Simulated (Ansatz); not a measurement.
The calculation used DFT PBE, scalar-relativistic, plane waves, PAW (Ansatz 0.2.0). All cells share a 420 eV cutoff and Γ-centred k meshes spaced at most about 0.3 Å⁻¹ (about 0.25 or finer for metals, 2π included). No spin polarisation.

Temperature and zero-point effects are left out.

Question: Order these relaxed structures of Mg₂H₃ by energy, lowest first, with the energy over the lowest of them.
1.

```xyz
10
Lattice="5.2131 0.0000 0.0000 -2.6065 4.5146 0.0000 0.0000 0.0000 8.6068" Properties=species:S:1:pos:R:3 pbc="T T T"
Mg    0.0000    3.0098    0.0000
Mg    2.6065    1.5049    0.0000
Mg    0.0000    0.0000    4.3034
Mg    0.0000    0.0000    0.0000
H     1.7391    0.0000    0.9359
H    -0.8696    1.5061    0.9359
H     1.7370    3.0085    0.9359
H    -1.7370    3.0085    7.6709
H     3.4739    0.0000    7.6709
H     0.8696    1.5061    7.6709
```

2.

```xyz
5
Lattice="3.2933 0.0000 0.0000 -1.6467 2.8521 0.0000 0.0000 0.0000 5.3605" Properties=species:S:1:pos:R:3 pbc="T T T"
Mg    0.0000    1.9014    1.3292
Mg    1.6467    0.9507    4.0313
H     0.0000    0.0000    0.0000
H     0.0000    1.9014    3.4744
H     1.6467    0.9507    1.8860
```

Answer: 2 (0 meV/atom), 1 (22 meV/atom). Forms: cell 2 La2O3 (A sesquioxide) type, P-3m1; cell 1 P-31m. Counting H atoms around Mg (those within 1.25 times the shortest such distance or 1.15 times the sum of covalent radii; the shortest distance is added where it is long for a bond; a slash parts the counts of unlike sites): cell 2 has Mg 7; cell 1 has Mg 6/6 from 3.8 Å. Both come from invented guesses.

For metals, differences of a few meV/atom aren't resolved. No dispersion correction is applied, so the spacing and binding between layers, chains or molecules are poorly described (P-31m), and this can change margins and order among such cells. With hydrogen, zero-point motion can shift such differences by 10 meV/atom or more. Cells relaxed within their symmetry can be saddle points. Some candidate types were left out of the draw beforehand, so a known form may be missing.
